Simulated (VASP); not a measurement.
# PtSe2 (Sudovikovite) (P-3m1) in VASP: notebook, part 2 of 2

VASP 6.6.1. Earlier steps stand in the parts before.

## (3) Single point, PBE, spin-orbit coupling, no magnetisation

The input, INCAR:

```
SYSTEM = PtSe2
ALGO = Normal ; EDIFF = 1E-7
ENCUT = 460 ; GGA = PE
GGA_COMPAT = .FALSE. ; ISIF = 2
ISMEAR = 0 ; LASPH = .TRUE.
LCHARG = .FALSE. ; LMAXMIX = 4
LORBIT = 11 ; LREAL = .FALSE.
LSORBIT = .TRUE. ; LWAVE = .FALSE.
MAGMOM = 0 0 0 0 0 0 0 0 0 ; NBANDS = 38
NELM = 100 ; PREC = Accurate
SIGMA = 0.02
```

The input, KPOINTS:

```
k-points
0
G
  4 4 3
  0 0 0
```

The input, POSCAR:

```
PtSe2
1.0
    3.7240000000      0.0000000000      0.0000000000
   -1.8620000000      3.2250786037      0.0000000000
    0.0000000000      0.0000000000      5.0620000000
Pt Se
1 2
Direct
    0.0000000000      0.0000000000      0.0000000000
    0.6666666667      0.3333333333      0.7500000000
    0.3333333333      0.6666666667      0.2500000000
```

Potentials or basis: VASP PAW PBE potentials, release 64 (Pt, Se).

On the command line:

```sh
$ cat potpaw_PBE.64/Pt/POTCAR potpaw_PBE.64/Se/POTCAR > POTCAR
$ mpirun -np 1 vasp_ncl > vasp.out
```

OUTCAR:

```text
SYSTEM = PtSe2
   EDIFF = 1E-7
   ENCUT = 460
   GGA = PE
   ISIF = 2
   ISMEAR = 0
   LASPH = .TRUE.
   LORBIT = 11
   LREAL = .FALSE.
   LSORBIT = .TRUE.
   NELM = 100
   PREC = Accurate

 Found      9 irreducible k-points:

 Following reciprocal coordinates:
            Coordinates               Weight
  0.000000  0.000000  0.000000      1.000000
  0.250000 -0.000000  0.000000      6.000000
  0.500000 -0.000000  0.000000      3.000000
  0.250000  0.250000  0.000000      6.000000
  0.000000  0.000000  0.333333      2.000000
  0.250000 -0.000000  0.333333      6.000000
   k-points           NKPTS =      9   k-points in BZ     NKDIM =      9   number of bands    NBANDS=     38
   number of dos      NEDOS =    301   number of ions     NIONS =      3
   total plane-waves  NPLWV =  28224
   dimension x,y,z NGX =    28 NGY =   28 NGZ =   36
   dimension x,y,z NGXF=    56 NGYF=   56 NGZF=   72
   ions per type =               1   2
   NGX,Y,Z   is equivalent  to a cutoff of  12.50, 12.50, 11.82 a.u.
   NGXF,Y,Z  is equivalent  to a cutoff of  25.00, 25.00, 23.65 a.u.
 SYSTEM =  PtSe2
   PREC   = accura    normal or accurate (medium, high low for compatibility)
   ISTART =      0    job   : 0-new  1-cont  2-samecut
   ICHARG =      2    charge: 1-file 2-atom 10-const
   ISPIN  =      1    spin polarized calculation?
   LNONCOLLINEAR =      T non collinear calculations
   LSORBIT =      T    spin-orbit coupling
   LASPH  =      T    aspherical Exc in radial PAW
   ENCUT  =  460.0 eV  33.81 Ry    5.81 a.u.   6.51  6.51  8.85*2*pi/ulx,y,z
   NELM   =    100;   NELMIN=  2; NELMDL= -5     # of ELM steps
   EDIFF  = 0.1E-06   stopping-criterion for ELM
   LREAL  =      F    real-space projection
   EDIFFG = 0.1E-05   stopping-criterion for IOM
   NSW    =      0    number of steps for IOM
   IBRION =     -1    ionic relax: 0-MD 1-quasi-New 2-CG
   NFREE  =      0    steps in history (QN), initial steepest desc. (CG)
   ISIF   =      2    stress and relaxation
   ISYM   =      2    0-nonsym 1-usesym 2-fastsym
   POTIM  = 0.5000    time-step for ionic-motion
   TEBEG  =    0.0;   TEEND  =   0.0 temperature during run
   PSTRESS=    0.0 pullay stress
   NELECT =      22.0000    total number of electrons
   NUPDOWN=      -1.0000    fix difference up-down
   EMIN   =  10.00;   EMAX   =-10.00  energy-range for DOS
   EFERMI =   0.00;   METHOD = LEGACY
   ISMEAR =     0;   SIGMA  =   0.02  broadening in eV -4-tet -1-fermi 0-gaus
   EFERMI_NEDOS =   21; number of points for ismear=-14 and -15
   IALGO  =     38    algorithm
   IMIX   =      4    mixing-type and parameters
     AMIX     =   0.40;   BMIX     =  1.00
     AMIX_MAG =   1.60;   BMIX_MAG =  1.00
  volume/ion in A,a.u.               =      20.27       136.76
  Fermi-wavevector in a.u.,A,eV,Ry     =   1.166608  2.204570 18.517184  1.360975
  Thomas-Fermi vector in A             =   2.303119
   LORBIT       =     11    0 simple, 1 ext, 2 COOP (PROOUT), +10 PAW based schemes
   GGA     = PE    functional components
   LHFCALC =     F    Hartree Fock is set to
   AEXX    =    0.0000 exact exchange contribution
   IVDW    =     0    specifies the selected vdW correction
   LEPSILON=     F    determine dielectric tensor
   LRPA    =     F    only Hartree local field effects (RPA)
 Gauss-broadening in eV      SIGMA  =   0.02
  energy-cutoff  :      460.00
  volume of cell :       60.80
 maximum number of plane-waves:      2770
 NGX is ok and might be reduce to    28
   NGX = 13   NGY = 13   NGZ = 17

 number of electron      22.0000000 magnetization       0.0000000      0.0000000      0.0000000

 number of electron      22.0000000 magnetization       0.0000000     -0.0000000     -0.0000000

 number of electron      22.0000000 magnetization      -0.0000000      0.0000000      0.0000000

 Free energy of the ion-electron system (eV)
  ---------------------------------------------------
  ext. energy  EPLUGINS =         0.00000000
  ---------------------------------------------------
  free energy    TOTEN  =       -14.63810035 eV

  energy without entropy =      -14.63702449  energy(sigma->0) =      -14.63756242

 E-fermi :   6.7294     XC(G=0): -10.6413

 val. band max:        6.0610952733   @ k =   0.0000   0.2500   0.3333
 cond. band min:       6.7473085373   @ k =   0.0000   0.2500   0.3333
 fundamental gap:      0.6862132639
 Fermi energy:         6.7293572410

 k-point     1 :       0.0000    0.0000    0.0000
  band No.  band energies     occupation
      1      -9.1805      1.00000
      2      -9.1805      1.00000
      3      -6.3650      1.00000
      4      -6.3650      1.00000
      5      -0.7074      1.00000
      6      -0.7074      1.00000
[... 211 lines left out ...]
     33      14.8854      0.00000
     34      14.8854      0.00000

 [... further k-points ...]

 [bands above 34 left out]

------------------------ aborting loop because EDIFF is reached ----------------------------------------

  FORCE on cell =-STRESS in cart. coord.  units (eV):
  Direction    XX          YY          ZZ          XY          YZ          ZX
  --------------------------------------------------------------------------------------
  -------------------------------------------------------------------------------------
  Total        3.1337074      3.1337074      1.8644158      0.0000000      0.0000000     -0.0000000
  in kB       82.5841886     82.5841886     49.1339004      0.0000000      0.0000000     -0.0000000
  external PRESSURE =      71.4340925 kB  Pullay stress =       0.0000000 kB

 VOLUME and BASIS-vectors are now :
 -----------------------------------------------------------------------------
  energy-cutoff  :      460.00
  volume of cell :       60.80
      direct lattice vectors                 reciprocal lattice vectors
     3.724000000  0.000000000  0.000000000     0.268528464  0.155034981  0.000000000
    -1.862000000  3.225078604  0.000000000     0.000000000  0.310069962  0.000000000
     0.000000000  0.000000000  5.062000000     0.000000000  0.000000000  0.197550375

 POSITION                                       TOTAL-FORCE (eV/Angst)
 -----------------------------------------------------------------------------------
      0.00000      0.00000      0.00000        -0.000000      0.000000      0.000000
      1.86200      1.07503      3.79650         0.000000     -0.000000     -0.540934
     -0.00000      2.15005      1.26550         0.000000      0.000000      0.540934
 -----------------------------------------------------------------------------------
    total drift:                               -0.000000     -0.000000     -0.000000

  FREE ENERGIE OF THE ION-ELECTRON SYSTEM (eV)
  ---------------------------------------------------
  free  energy   TOTEN  =       -14.6381003495 eV

  energy  without entropy=      -14.6370244867  energy(sigma->0) =      -14.63756242

 Spin-Orbit-Coupling matrix elements

 Ion:    1  E_soc:     -0.7317807
 l=   1
     0.0000000    -0.0347951    -0.0356161
    -0.0347951     0.0000000    -0.0347951
    -0.0356161    -0.0347951     0.0000000
 l=   2
     0.0000000    -0.0193036     0.0000000    -0.0193036    -0.0628655
    -0.0193036     0.0000000    -0.0489404    -0.0227233    -0.0193036
     0.0000000    -0.0489404     0.0000000    -0.0489404     0.0000000
    -0.0193036    -0.0227233    -0.0489404     0.0000000    -0.0193036
    -0.0628655    -0.0193036     0.0000000    -0.0193036     0.0000000
 l=   3
     0.0000000     0.0000000     0.0000000     0.0000000     0.0000000     0.0000000     0.0000000
     0.0000000     0.0000000     0.0000000     0.0000000     0.0000000     0.0000000     0.0000000
     0.0000000     0.0000000     0.0000000     0.0000000     0.0000000     0.0000000     0.0000000
     0.0000000     0.0000000     0.0000000     0.0000000     0.0000000     0.0000000     0.0000000
[... 29 lines left out ...]
 l=   2
     0.0000000    -0.0000006     0.0000000    -0.0000006    -0.0000179
    -0.0000006     0.0000000    -0.0000114    -0.0000055    -0.0000006
     0.0000000    -0.0000114     0.0000000    -0.0000114     0.0000000
    -0.0000006    -0.0000055    -0.0000114     0.0000000    -0.0000006
    -0.0000179    -0.0000006     0.0000000    -0.0000006     0.0000000
 l=   3
     0.0000000     0.0000000     0.0000000     0.0000000     0.0000000     0.0000000     0.0000000
     0.0000000     0.0000000     0.0000000     0.0000000     0.0000000     0.0000000     0.0000000
     0.0000000     0.0000000     0.0000000     0.0000000     0.0000000     0.0000000     0.0000000
     0.0000000     0.0000000     0.0000000     0.0000000     0.0000000     0.0000000     0.0000000
     0.0000000     0.0000000     0.0000000     0.0000000     0.0000000     0.0000000     0.0000000
     0.0000000     0.0000000     0.0000000     0.0000000     0.0000000     0.0000000     0.0000000
     0.0000000     0.0000000     0.0000000     0.0000000     0.0000000     0.0000000     0.0000000

 total charge

# of ion       s       p       d       tot
------------------------------------------
    1        0.694   0.739   8.024   9.457
    2        1.487   2.240   0.071   3.798
    3        1.487   2.240   0.071   3.798
--------------------------------------------------
tot          3.669   5.218   8.166  17.053

 magnetization (x)

# of ion       s       p       d       tot
------------------------------------------
    1        0.000   0.000   0.000   0.000
    2        0.000   0.000   0.000   0.000
    3       -0.000   0.000   0.000  -0.000
--------------------------------------------------
tot         -0.000   0.000   0.000   0.000

 magnetization (y)

# of ion       s       p       d       tot
------------------------------------------
    1        0.000   0.000   0.000   0.000
    2        0.000   0.000  -0.000   0.000
    3        0.000   0.000  -0.000   0.000
--------------------------------------------------
tot          0.000   0.000  -0.000   0.000

 magnetization (z)

# of ion       s       p       d       tot
------------------------------------------
    1       -0.000   0.000  -0.000  -0.000
    2        0.000   0.000   0.000   0.000
    3        0.000   0.000   0.000   0.000
--------------------------------------------------
tot         -0.000   0.000  -0.000  -0.000
```

Wall time 56 s (1 thread of AMD EPYC 7R43 (Zen 3), shared host); peak memory 0.25 GiB.

These settings aren't checked as converged: the numbers below hold their error.

Results:

```yaml
Free_energy: -14.6381 eV
Pressure: 7.1 GPa
Largest_force: 0.541 eV/Å
Valence_electrons_inside_the_program's_atomic_spheres: Pt 9.46; Se 3.80
```

Caveat: the k mesh is coarse (spacing up to 0.49 Å⁻¹), so the values aren't converged.

## (4) The reference run

An earlier run on the cell as given: functional PBE; potentials or basis VASP PAW PBE potentials, release 64 (Pt, Se); cutoff 520 eV; k mesh 8 × 8 × 5; occupations fermi-dirac, width 0.05 eV; no spin polarisation.

- Pressure: 7.3 GPa
- Largest force: 0.599 eV/Å
- Band gap on the k mesh: none (metal or under the smearing width)
